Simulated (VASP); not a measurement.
# Rb (Im-3m) in VASP: further runs, part 2 of 2

VASP 6.6.1. Earlier steps stand in the parts before.

## Step 5: Relaxation of the atoms, PBE (a relaxed cell with its volume scaled by 1.02)

INCAR

```
SYSTEM = Rb
PREC = Accurate
ENCUT = 600
EDIFF = 1E-7
ISMEAR = 1
SIGMA = 0.1
LREAL = .FALSE.
LASPH = .TRUE.
NELM = 80
ALGO = Fast
ISIF = 2
LWAVE = .FALSE.
LCHARG = .FALSE.
GGA = PE
IBRION = 2
NSW = 40
EDIFFG = -0.01
```

KPOINTS

```
regular mesh
0
G
  10 10 10
  0 0 0
```

POSCAR

```
Rb                                      
1.0
   -2.8527333732      2.8527333732      2.8527333732
    2.8527333732     -2.8527333732      2.8527333732
    2.8527333732      2.8527333732     -2.8527333732
  Rb            
     1
Direct
     0.0000000000000000    0.0000000000000000    0.0000000000000000
```

Potentials or basis: VASP PAW PBE potentials, release 64 (Rb_sv).

Started as:

```bash
$ cat potpaw_PBE.64/Rb_sv/POTCAR > POTCAR
$ mpirun -np 1 vasp_std > vasp.out
```

OUTCAR:

```text
SYSTEM = Rb
   PREC = Accurate
   ENCUT = 600
   EDIFF = 1E-7
   ISMEAR = 1
   LREAL = .FALSE.
   LASPH = .TRUE.
   NELM = 80
   ISIF = 2
   GGA = PE
   IBRION = 2
   NSW = 40
   EDIFFG = -0.01

 ion  position               nearest neighbor table
   1  0.000  0.000  0.000-

  LATTYP: Found a body centered cubic cell.
 ALAT       =     5.7054667464

  Lattice vectors:

 A1 = (  -2.8527333732,   2.8527333732,   2.8527333732)
 A2 = (   2.8527333732,  -2.8527333732,   2.8527333732)
 A3 = (   2.8527333732,   2.8527333732,  -2.8527333732)

Analysis of symmetry for initial positions (statically):
=====================================================================
 Subroutine PRICEL returns:
 Original cell was already a primitive cell.

 Routine SETGRP: Setting up the symmetry group for a
 body centered cubic supercell.

 Subroutine GETGRP returns: Found 48 space group operations
 (whereof 48 operations were pure point group operations)
 out of a pool of 48 trial point group operations.

The static configuration has the point symmetry O_h .

Analysis of symmetry for dynamics (positions and initial velocities):
=====================================================================
 Subroutine PRICEL returns:
 Original cell was already a primitive cell.

 Routine SETGRP: Setting up the symmetry group for a
 body centered cubic supercell.

 Subroutine GETGRP returns: Found 48 space group operations
 (whereof 48 operations were pure point group operations)
 out of a pool of 48 trial point group operations.

The dynamic configuration has the point symmetry O_h .

 Subroutine INISYM returns: Found 48 space group operations
 (whereof 48 operations are pure point group operations),
 and found     1 'primitive' translations

----------------------------------------------------------------------------------------

                                     Primitive cell

[... 112 lines left out ...]
   LORBIT       =      0    0 simple, 1 ext, 2 COOP (PROOUT), +10 PAW based schemes
   GGA     = PE    functional components
   LHFCALC =     F    Hartree Fock is set to
   AEXX    =    0.0000 exact exchange contribution
   IVDW    =     0    specifies the selected vdW correction
   LEPSILON=     F    determine dielectric tensor
   LRPA    =     F    only Hartree local field effects (RPA)
 conjugate gradient relaxation of ions
 non-spin polarized calculation
 RMM-DIIS sequential band-by-band and
 Methfessel and Paxton  Order N= 1 SIGMA  =   0.10
  energy-cutoff  :      600.00
  volume of cell :       92.86
 maximum number of plane-waves:      3132
   NGX = 19   NGY = 19   NGZ = 19

 number of electron       9.0000000 magnetization

 Free energy of the ion-electron system (eV)
  ---------------------------------------------------
  ext. energy  EPLUGINS =         0.00000000
  ---------------------------------------------------
  free energy    TOTEN  =        -0.93251495 eV

  energy without entropy =       -0.93173061  energy(sigma->0) =       -0.93225350

 E-fermi :  -0.0281     XC(G=0):  -5.4182

 val. band max:       -0.0338985876   @ k =  -0.3000   0.4000   0.2000
 cond. band min:       0.0480331037   @ k =  -0.4000   0.4000   0.2000
 fundamental gap:      0.0819316913
 Fermi energy:        -0.0280929513

 k-point     1 :       0.0000    0.0000    0.0000
  band No.  band energies     occupation
      1     -28.9469      2.00000
      2     -12.9910      2.00000
      3     -12.9910      2.00000
      4     -12.9910      2.00000
      5      -1.9785      2.00000
      6       3.6267      0.00000
      7       3.6267      0.00000
      8       3.6269      0.00000
[... 243 lines left out ...]
 k-point    24 :      -0.3000    0.3000    0.1000
  band No.  band energies     occupation
      1     -28.9441      2.00000
      2     -13.0485      2.00000
      3     -13.0138      2.00000
      4     -12.9977      2.00000
      5      -0.8919      2.00000
      6       2.0750      0.00000
      7       2.8610      0.00000
      8       3.6973      0.00000

 [... further k-points ...]

------------------------ aborting loop because EDIFF is reached ----------------------------------------

  FORCE on cell =-STRESS in cart. coord.  units (eV):
  Direction    XX          YY          ZZ          XY          YZ          ZX
  --------------------------------------------------------------------------------------
  -------------------------------------------------------------------------------------
  Total       -0.0263925     -0.0263925     -0.0263925      0.0000000     -0.0000000      0.0000000
  in kB       -0.4553523     -0.4553523     -0.4553523      0.0000000     -0.0000000      0.0000000
  external PRESSURE =      -0.4553523 kB  Pullay stress =       0.0000000 kB

 VOLUME and BASIS-vectors are now :
 -----------------------------------------------------------------------------
  energy-cutoff  :      600.00
  volume of cell :       92.86
      direct lattice vectors                 reciprocal lattice vectors
    -2.852733373  2.852733373  2.852733373     0.000000000  0.175270498  0.175270498
     2.852733373 -2.852733373  2.852733373     0.175270498  0.000000000  0.175270498
     2.852733373  2.852733373 -2.852733373     0.175270498  0.175270498  0.000000000

 POSITION                                       TOTAL-FORCE (eV/Angst)
 -----------------------------------------------------------------------------------
      0.00000      0.00000      0.00000         0.000000     -0.000000      0.000000
 -----------------------------------------------------------------------------------
    total drift:                                0.000000     -0.000000     -0.000000

  FREE ENERGIE OF THE ION-ELECTRON SYSTEM (eV)
  ---------------------------------------------------
  free  energy   TOTEN  =        -0.9325149505 eV

  energy  without entropy=       -0.9317306116  energy(sigma->0) =       -0.93225350

 reached required accuracy - stopping structural energy minimisation
```

Wall time 29 s (1 thread of Intel Xeon Platinum 8488C (Sapphire Rapids), shared host); peak memory 0.25 GiB.

What came out:

* Free energy: -0.9325 eV
* Pressure after relaxing: 0.0 GPa
* Band gap on the k mesh: none (metal or under the smearing width)

Final structure:
```
Rb
1.0
    -2.85273    2.85273    2.85273
     2.85273   -2.85273    2.85273
     2.85273    2.85273   -2.85273
Rb
1
Direct
  0.00000 0.00000 0.00000
```

Caveat: the relaxation stopped at its first step, so nothing moved.

## Step 6: Overview

```csv
cell,gap on the mesh (eV),pressure (GPa)
atoms relaxed from: a relaxed cell with its volume scaled by 0.96,none,0.1
atoms relaxed from: a relaxed cell with its volume scaled by 0.98,none,0.1
atoms relaxed,none,0.0
atoms relaxed from: a relaxed cell with its volume scaled by 1.02,none,0.0
```

Alike in all rows: task relaxation of the atoms; level PBE; potentials or basis VASP PAW PBE potentials, release 64 (Rb_sv); no spin polarisation; k mesh 10 × 10 × 10; cutoff (eV) 600; smearing methfessel-paxton 0.1 eV.

Caveats: the relaxation stopped at its first step, so nothing moved.

Total energies depend on the potentials used, so only differences within one code and one set of settings carry meaning.
